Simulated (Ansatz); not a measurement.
# GaN: which shells make which states

```
Ga N
1.0
     0.00000    1.99250    1.99250
     1.99250    0.00000    1.99250
     1.99250    1.99250    0.00000
Ga N
1 1
Direct
  0.50000 0.50000 0.50000
  0.00000 0.00000 0.00000
```

Atom numbers follow the list: Ga1, N2.

The cell comes from COD entry 1536825, which wasn't checked; take it as a given geometry.

Level of theory: Ansatz 0.2.0, DFT, PBEsol, all-electron LAPW, scalar-relativistic.

Settings: a Γ-centred 13×13×13 k mesh, Fermi–Dirac smearing of 0.02 eV, basis error target 1 meV/atom, no spin polarisation.

Weights are projections on a minimal set of Löwdin-orthogonalised atomic shells, summed over atoms of an element; the rest lies outside that basis, and weights on diffuse cation s shells are inflated where empty shells are missing from it. Energies are in eV from the valence-band top.

Points: U (0.625, 0.250, 0.625), X (0.500, 0.000, 0.500).

```tsv
state	character
U, -13.94 eV	?
U, -13.73 eV	Ga 3d 100 %
U, -11.18 eV	Ga 3d 46 %, N 2s 40 %, Ga 4p 12 %
U, -7.46 eV	?
U, -6.56 eV	?
U, -2.62 eV	N 2p 79 %, Ga 4p 18 %
X, -13.80 eV	Ga 3d 100 %
X, -13.67 eV (×2)	Ga 3d 100 %
X, -10.56 eV	Ga 3d 46 %, N 2s 45 %, Ga 4s 8 %
X, -8.70 eV	N 2p 55 %, Ga 4p 44 %
X, -3.82 eV (×2)	?
```

Give the missing entry: row "U, -6.56 eV", column "character".

N 2p 57 %, Ga 4s 29 %, Ga 4p 7 %.

Give the missing entry: row "U, -7.46 eV", column "character".

N 2p 57 %, Ga 4p 39 %.

What belongs in the row "X, -3.82 eV (×2)", column "character"?

N 2p 78 %, Ga 4p 22 %.

Give the missing entry: row "U, -13.94 eV", column "character".

Ga 3d 97 %.
